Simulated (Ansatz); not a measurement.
Level of theory: DFT PBE, scalar-relativistic, plane waves, PAW in Ansatz. Settings: cutoff 420 eV, Γ-centred meshes spaced at most about 0.3 Å⁻¹, and about 0.25 Å⁻¹ or finer for metals (2π included), Gaussian smearing. No spin polarisation in the final relaxations.

All energies are static (0 K, no zero-point motion).

Compare these two cells of Se, each relaxed at this level.

A.

```cif
data_structure
_symmetry_space_group_name_H-M 'Pm-3m'
_symmetry_Int_Tables_number 221
_cell_length_a 2.8305
_cell_length_b 2.8305
_cell_length_c 2.8305
_cell_angle_alpha 90.000
_cell_angle_beta 90.000
_cell_angle_gamma 90.000
_cell_volume 22.68
loop_
_atom_site_label
_atom_site_type_symbol
_atom_site_symmetry_multiplicity
_atom_site_Wyckoff_symbol
_atom_site_fract_x
_atom_site_fract_y
_atom_site_fract_z
_atom_site_occupancy
Se1 Se 1 a 0.00000 0.00000 0.00000 1
```

B.

```cif
data_structure
_symmetry_space_group_name_H-M 'P4/mmm'
_symmetry_Int_Tables_number 123
_cell_length_a 2.6351
_cell_length_b 2.6351
_cell_length_c 4.3461
_cell_angle_alpha 90.000
_cell_angle_beta 90.000
_cell_angle_gamma 90.000
_cell_volume 30.18
loop_
_atom_site_label
_atom_site_type_symbol
_atom_site_symmetry_multiplicity
_atom_site_Wyckoff_symbol
_atom_site_fract_x
_atom_site_fract_y
_atom_site_fract_z
_atom_site_occupancy
Se1 Se 1 a 0.00000 0.00000 0.00000 1
```

Task: Which would you expect to be lower, and how large is the difference?

Result: A is lower, by 28 meV/atom. A has the simple cubic type, space group Pm-3m (No. 221), 22.7 Å³/atom and no gap on its mesh; B has space group P4/mmm (No. 123), 30.2 Å³/atom and no gap. Counting all near atoms (those within 1.25 times the shortest such distance or 1.15 times the sum of covalent radii, 1.27 where that leaves under three), A has Se 6 and B has Se 4. In A, around Se lie 6 Se at 2.83 Å. In B, Se has 4 Se at 2.64 Å. Both come from invented guesses. The part of the Crystallography Open Database at hand lists Se in space groups No. 14, 148, 152, 154, 166 and others; no cell shown has one of them.

Weakly bound directions are ill-defined at this level, which has no dispersion term (P4/mmm), and this can change margins and order among such cells. Cells relaxed within their symmetry can be saddle points.
